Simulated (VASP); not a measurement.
# Os (P2_1/c) in VASP: single point with r2SCAN

Aim: the single point of Os with r2SCAN.

All numbers are computed with VASP 6.6.1; they aren't measurements. Logs are shortened: lines on timing, memory, paths and dates and some standing lists are left out, and cuts for length are marked.

## Step 1: Starting point

Symmetry: P2_1/c, No. 14, monoclinic system. Conventional cell: a = 5.106 Å, b = 4.644 Å, c = 5.134 Å, α = 90.00°, β = 105.63°, γ = 90.00°. Around Os (site symmetry 1) lie 11 Os at 2.57 to 2.74 Å. Os (site symmetry 1) has 11 Os at 2.61 to 2.80 Å as nearest neighbours.

This isn't the form of Os at room conditions, which is hcp.

## Step 2: Single point, r2SCAN

The input, POSCAR:

```
Os
1.0
    5.1057859893      0.0000000000      0.0000000000
    0.0000000000      4.6444956500      0.0000000000
   -1.3829965296      0.0000000000      4.9446198231
Os
8
Direct
    0.3933279900      0.3382104600      0.7959952400
    0.6066720100      0.8382104600      0.7040047600
    0.6066720100      0.6617895400      0.2040047600
    0.3933279900      0.1617895400      0.2959952400
    0.8620818000      0.3419566200      0.6386956200
    0.1379182000      0.8419566200      0.8613043800
    0.1379182000      0.6580433800      0.3613043800
    0.8620818000      0.1580433800      0.1386956200
```

The input, INCAR.step1:

```
SYSTEM = Os
ALGO     = Normal         ! electronic algorithm
EDIFF    = 1E-4           ! SCF threshold, eV
ENCUT    = 520            ! plane-wave cutoff, eV
GGA      = PE             ! functional
ISMEAR   = 0              ! smearing method
LASPH    = .True.         ! aspherical terms in the spheres
LCHARG   = .False.        ! write CHGCAR
LREAL    = .False.        ! projectors in reciprocal space
LWAVE    = .True.         ! write WAVECAR
NBANDS   = 42             ! bands
NELM     = 100            ! most SCF steps
PREC     = Accurate       ! precision mode
SIGMA    = 0.1            ! smearing width, eV
```

The input, INCAR.step2:

```
SYSTEM = Os
ALGO     = Normal         ! electronic algorithm
EDIFF    = 1E-6           ! SCF threshold, eV
ENCUT    = 520            ! plane-wave cutoff, eV
ISIF     = 2              ! what is computed and relaxed
ISMEAR   = 0              ! smearing method
ISTART   = 1            
LASPH    = .True.         ! aspherical terms in the spheres
LCHARG   = .True.         ! write CHGCAR
LELF     = .True.         ! ELF
LMIXTAU  = .True.       
LREAL    = .False.        ! projectors in reciprocal space
LVHAR    = .True.       
LWAVE    = .False.        ! write WAVECAR
METAGGA  = R2SCAN         ! meta-GGA
NBANDS   = 42             ! bands
NELM     = 100            ! most SCF steps
PREC     = Accurate       ! precision mode
SIGMA    = 0.1            ! smearing width, eV
```

The input, KPOINTS:

```
k-points
0
Gamma
  4 4 4
  0 0 0
```

Potentials or basis: VASP PAW PBE potentials, release 64 (Os).

Started as:

```sh
cat potpaw_PBE.64/Os/POTCAR > POTCAR
cp INCAR.step1 INCAR
mpirun -np 1 vasp_std > vasp.out
cp INCAR.step2 INCAR
mpirun -np 1 vasp_std > vasp.out
```

OUTCAR:

```text
SYSTEM = Os
   EDIFF = 1E-6
   ENCUT = 520
   ISIF = 2
   ISMEAR = 0
   ISTART = 1
   LASPH = .True.
   LREAL = .False.
   METAGGA = R2SCAN
   NELM = 100
   PREC = Accurate

 ion  position               nearest neighbor table
   1  0.393  0.338  0.796-   3 2.57   5 2.61   2 2.66   2 2.66   8 2.69   4 2.69   4 2.69   7 2.71
                             6 2.71   5 2.72   6 2.74
   2  0.607  0.838  0.704-   4 2.57   6 2.61   1 2.66   1 2.66   7 2.69   3 2.69   3 2.69   8 2.71
                             5 2.71   6 2.72   5 2.74
   3  0.607  0.662  0.204-   1 2.57   7 2.61   4 2.66   4 2.66   6 2.69   2 2.69   2 2.69   5 2.71
                             8 2.71   7 2.72   8 2.74
   4  0.393  0.162  0.296-   2 2.57   8 2.61   3 2.66   3 2.66   5 2.69   1 2.69   1 2.69   6 2.71
                             7 2.71   8 2.72   7 2.74
   5  0.862  0.342  0.639-   1 2.61   7 2.69   4 2.69   8 2.71   8 2.71   3 2.71   2 2.71   1 2.72
                             2 2.74   6 2.80   6 2.80
   6  0.138  0.842  0.861-   2 2.61   8 2.69   3 2.69   7 2.71   7 2.71   4 2.71   1 2.71   2 2.72
                             1 2.74   5 2.80   5 2.80
   7  0.138  0.658  0.361-   3 2.61   5 2.69   2 2.69   6 2.71   6 2.71   1 2.71   4 2.71   3 2.72
                             4 2.74   8 2.80   8 2.80
   8  0.862  0.158  0.139-   4 2.61   6 2.69   1 2.69   5 2.71   5 2.71   2 2.71   3 2.71   4 2.72
                             3 2.74   7 2.80   7 2.80

  LATTYP: Found a simple monoclinic cell.
 ALAT       =     5.1057859893
 B/A-ratio  =     0.9096534128
 C/A-ratio  =     1.0056019671
 COS(beta)  =    -0.2693595444

  Lattice vectors:

 A1 = (   5.1057859893,   0.0000000000,   0.0000000000)
 A2 = (   0.0000000000,   4.6444956500,   0.0000000000)
 A3 = (  -1.3829965296,   0.0000000000,   4.9446198231)

Analysis of symmetry for initial positions (statically):
=====================================================================
 Subroutine PRICEL returns:
 Original cell was already a primitive cell.

 Routine SETGRP: Setting up the symmetry group for a
 simple monoclinic supercell.

 Subroutine GETGRP returns: Found  4 space group operations
 (whereof  2 operations were pure point group operations)
 out of a pool of  4 trial point group operations.

The static configuration has the point symmetry S_2 .
 The point group associated with its full space group is C_2h.

Analysis of symmetry for dynamics (positions and initial velocities):
=====================================================================
 Subroutine PRICEL returns:
 Original cell was already a primitive cell.

 Routine SETGRP: Setting up the symmetry group for a
 simple monoclinic supercell.

 Subroutine GETGRP returns: Found  4 space group operations
 (whereof  2 operations were pure point group operations)
 out of a pool of  4 trial point group operations.

The dynamic configuration has the point symmetry S_2 .
 The point group associated with its full space group is C_2h.

 Subroutine INISYM returns: Found  4 space group operations
 (whereof  2 operations are pure point group operations),
 and found     1 'primitive' translations

----------------------------------------------------------------------------------------

                                     Primitive cell

  volume of cell :     117.2557

  direct lattice vectors                    reciprocal lattice vectors
     5.105785989  0.000000000  0.000000000     0.195856231  0.000000000  0.054780448
     0.000000000  4.644495650  0.000000000     0.000000000  0.215308631  0.000000000
    -1.382996530  0.000000000  4.944619823     0.000000000  0.000000000  0.202240018

  length of vectors
     5.105785989  4.644495650  5.134388434     0.203372960  0.215308631  0.202240018

  position of ions in fractional coordinates (direct lattice)
     0.393327990  0.338210460  0.795995240
     0.606672010  0.838210460  0.704004760
     0.606672010  0.661789540  0.204004760
     0.393327990  0.161789540  0.295995240
     0.862081800  0.341956620  0.638695620
     0.137918200  0.841956620  0.861304380
     0.137918200  0.658043380  0.361304380
     0.862081800  0.158043380  0.138695620

  ion indices of the primitive-cell ions
   primitive index   ion index
                 1           1
                 2           2
                 3           3
                 4           4
                 5           5
                 6           6
                 7           7
                 8           8

----------------------------------------------------------------------------------------

 KPOINTS: k-points

Automatic generation of k-mesh.
 Grid dimensions read from file:
 generate k-points for:    4    4    4

 Generating k-lattice:

  Cartesian coordinates                     Fractional coordinates (reciprocal lattice)
     0.048964058  0.000000000  0.013695112     0.250000000  0.000000000  0.000000000
     0.000000000  0.053827158  0.000000000     0.000000000  0.250000000  0.000000000
     0.000000000  0.000000000  0.050560004     0.000000000  0.000000000  0.250000000

  Length of vectors
     0.050843240  0.053827158  0.050560004

  Shift w.r.t. Gamma in fractional coordinates (k-lattice)
     0.000000000  0.000000000  0.000000000

 Subroutine IBZKPT returns following result:
 ===========================================

 Found     30 irreducible k-points:

 Following reciprocal coordinates:
            Coordinates               Weight
  0.000000  0.000000  0.000000      1.000000
  0.250000  0.000000  0.000000      2.000000
  0.500000  0.000000  0.000000      1.000000
  0.000000  0.250000  0.000000      2.000000
  0.250000  0.250000  0.000000      4.000000
  0.500000  0.250000  0.000000      2.000000
[... 16 lines left out ...]
  0.250000  0.000000  0.500000      2.000000
  0.500000  0.000000  0.500000      1.000000
 [... further k-points ...]
   k-points           NKPTS =     30   k-points in BZ     NKDIM =     30   number of bands    NBANDS=     42
   number of dos      NEDOS =    301   number of ions     NIONS =      8
   total plane-waves  NPLWV =  57600
   dimension x,y,z NGX =    40 NGY =   36 NGZ =   40
   dimension x,y,z NGXF=    80 NGYF=   72 NGZF=   80
   ions per type =               8
   NGX,Y,Z   is equivalent  to a cutoff of  13.02, 12.89, 12.95 a.u.
   NGXF,Y,Z  is equivalent  to a cutoff of  26.05, 25.77, 25.90 a.u.
 SYSTEM =  Os
   PREC   = accura    normal or accurate (medium, high low for compatibility)
   ISTART =      1    job   : 0-new  1-cont  2-samecut
   ICHARG =      0    charge: 1-file 2-atom 10-const
   ISPIN  =      1    spin polarized calculation?
   LNONCOLLINEAR =      F non collinear calculations
   LSORBIT =      F    spin-orbit coupling
   LASPH  =      T    aspherical Exc in radial PAW
   ENCUT  =  520.0 eV  38.22 Ry    6.18 a.u.   9.49  8.64  9.55*2*pi/ulx,y,z
   NELM   =    100;   NELMIN=  2; NELMDL=  0     # of ELM steps
   EDIFF  = 0.1E-05   stopping-criterion for ELM
   LREAL  =      F    real-space projection
   EDIFFG = 0.1E-04   stopping-criterion for IOM
   NSW    =      0    number of steps for IOM
   IBRION =     -1    ionic relax: 0-MD 1-quasi-New 2-CG
   NFREE  =      0    steps in history (QN), initial steepest desc. (CG)
   ISIF   =      2    stress and relaxation
   ISYM   =      2    0-nonsym 1-usesym 2-fastsym
   POTIM  = 0.5000    time-step for ionic-motion
   TEBEG  =    0.0;   TEEND  =   0.0 temperature during run
   PSTRESS=    0.0 pullay stress
   NELECT =      64.0000    total number of electrons
   NUPDOWN=      -1.0000    fix difference up-down
   EMIN   =  10.00;   EMAX   =-10.00  energy-range for DOS
   EFERMI =   0.00;   METHOD = LEGACY
   ISMEAR =     0;   SIGMA  =   0.10  broadening in eV -4-tet -1-fermi 0-gaus
   EFERMI_NEDOS =   21; number of points for ismear=-14 and -15
   IALGO  =     38    algorithm
   IMIX   =      4    mixing-type and parameters
     AMIX     =   0.40;   BMIX     =  1.00
     AMIX_MAG =   1.60;   BMIX_MAG =  1.00
  volume/ion in A,a.u.               =      14.66        98.91
  Fermi-wavevector in a.u.,A,eV,Ry     =   1.337899  2.528263 24.354086  1.789975
  Thomas-Fermi vector in A             =   2.466412
   LORBIT       =      0    0 simple, 1 ext, 2 COOP (PROOUT), +10 PAW based schemes
   METAGGA = R2SCAN    functional components
   LHFCALC =     F    Hartree Fock is set to
   AEXX    =    0.0000 exact exchange contribution
   IVDW    =     0    specifies the selected vdW correction
   LEPSILON=     F    determine dielectric tensor
   LRPA    =     F    only Hartree local field effects (RPA)
 non-spin polarized calculation
 Gauss-broadening in eV      SIGMA  =   0.10
  energy-cutoff  :      520.00
  volume of cell :      117.26
 maximum number of plane-waves:      3190
 NGX is ok and might be reduce to    40
   NGX = 19   NGY = 17   NGZ = 19

 number of electron      64.0000002 magnetization

 Free energy of the ion-electron system (eV)
  ---------------------------------------------------
  ext. energy  EPLUGINS =         0.00000000
  ---------------------------------------------------
  free energy    TOTEN  =      -422.18957375 eV

  energy without entropy =     -422.16608651  energy(sigma->0) =     -422.17783013

 E-fermi :   8.4885     XC(G=0): -14.9890

 val. band max:        8.4593845050   @ k =   0.2500   0.0000   0.0000
 cond. band min:       8.4961808928   @ k =   0.2500   0.2500   0.0000
 fundamental gap:      0.0367963878
 Fermi energy:         8.4884908795

 k-point     1 :       0.0000    0.0000    0.0000
  band No.  band energies     occupation
      1      -2.4317      2.00000
      2       1.2263      2.00000
      3       1.3887      2.00000
      4       2.1274      2.00000
      5       2.1854      2.00000
      6       2.3741      2.00000
[... 34 lines left out ...]
     41      11.0565      0.00000
     42      12.3351      0.00000

 k-point     2 :       0.2500    0.0000    0.0000
  band No.  band energies     occupation
      1      -1.8418      2.00000
      2       1.0737      2.00000
      3       1.4712      2.00000
      4       1.6842      2.00000
      5       1.8582      2.00000
      6       2.0812      2.00000
[... 34 lines left out ...]
     41      11.0980      0.00000
     42      11.1991      0.00000

 k-point     3 :       0.5000    0.0000    0.0000
  band No.  band energies     occupation
      1      -0.6003      2.00000
      2       0.0850      2.00000
      3       1.1876      2.00000
      4       1.8323      2.00000
      5       1.9050      2.00000
      6       2.0166      2.00000
[... 897 lines left out ...]
      4       1.5563      2.00000
      5       1.7904      2.00000
      6       2.4409      2.00000
[... 34 lines left out ...]
     41      10.6920      0.00000
     42      11.0374      0.00000

 k-point    24 :       0.5000    0.0000    0.5000
  band No.  band energies     occupation
      1       0.4571      2.00000
      2       0.4571      2.00000
      3       1.4199      2.00000
      4       1.4199      2.00000
      5       1.9715      2.00000
      6       1.9715      2.00000
[... 34 lines left out ...]
     41      10.8614      0.00000
     42      10.8615      0.00000

 [... further k-points ...]

------------------------ aborting loop because EDIFF is reached ----------------------------------------

  FORCE on cell =-STRESS in cart. coord.  units (eV):
  Direction    XX          YY          ZZ          XY          YZ          ZX
  --------------------------------------------------------------------------------------
  -------------------------------------------------------------------------------------
  Total       -2.1218948     -1.5154518     -1.9835928      0.0000000      0.0000000      0.2450000
  in kB      -28.9934813    -20.7070693    -27.1037280      0.0000000      0.0000000      3.3476697
  external PRESSURE =     -25.6014262 kB  Pullay stress =       0.0000000 kB

 VOLUME and BASIS-vectors are now :
 -----------------------------------------------------------------------------
  energy-cutoff  :      520.00
  volume of cell :      117.26
      direct lattice vectors                 reciprocal lattice vectors
     5.105785989  0.000000000  0.000000000     0.195856231  0.000000000  0.054780448
     0.000000000  4.644495650  0.000000000     0.000000000  0.215308631  0.000000000
    -1.382996530  0.000000000  4.944619823     0.000000000  0.000000000  0.202240018

 POSITION                                       TOTAL-FORCE (eV/Angst)
 -----------------------------------------------------------------------------------
      0.90739      1.57082      3.93589         0.027606     -0.003609      0.026447
      2.12390      3.89306      3.48104        -0.027606     -0.003609     -0.026447
      2.81540      3.07368      1.00873        -0.027606      0.003609     -0.026447
      1.59889      0.75143      1.46358         0.027606      0.003609      0.026447
      3.51829      1.58822      3.15811        -0.009367      0.054950     -0.031693
     -0.48700      3.91046      4.25882         0.009367      0.054950      0.031693
      0.20450      3.05628      1.78651         0.009367     -0.054950      0.031693
      4.20979      0.73403      0.68580        -0.009367     -0.054950     -0.031693
 -----------------------------------------------------------------------------------
    total drift:                                0.000000      0.000000     -0.000000

  FREE ENERGIE OF THE ION-ELECTRON SYSTEM (eV)
  ---------------------------------------------------
  free  energy   TOTEN  =      -422.1895737541 eV

  energy  without entropy=     -422.1660865053  energy(sigma->0) =     -422.17783013
```

It took 5.9 min on 1 thread of Intel Xeon Platinum 8488C (Sapphire Rapids), shared host; peak memory 0.3 GiB.

Results:

| Item | Value |
| --- | --- |
| Free energy | -422.1896 eV |
| Pressure | -2.6 GPa |
| Largest force | 0.064 eV/Å |
| Band gap on the k mesh | none (metal or under the smearing width) |

Forces on the atoms (eV/Å):
```
Os   0.028 -0.004  0.026
Os  -0.028 -0.004 -0.026
Os  -0.028  0.004 -0.026
Os   0.028  0.004  0.026
Os  -0.009  0.055 -0.032
Os   0.009  0.055  0.032
Os   0.009 -0.055  0.032
Os  -0.009 -0.055 -0.032
```

Stress tensor (GPa, compression positive):
```
-2.90  0.00  0.33
 0.00 -2.07  0.00
 0.33  0.00 -2.71
```

Caveat: the PAW data sets were made with another functional, which shifts forces and pressure a little. The run has no spin-orbit coupling, so splittings on Os are missing.
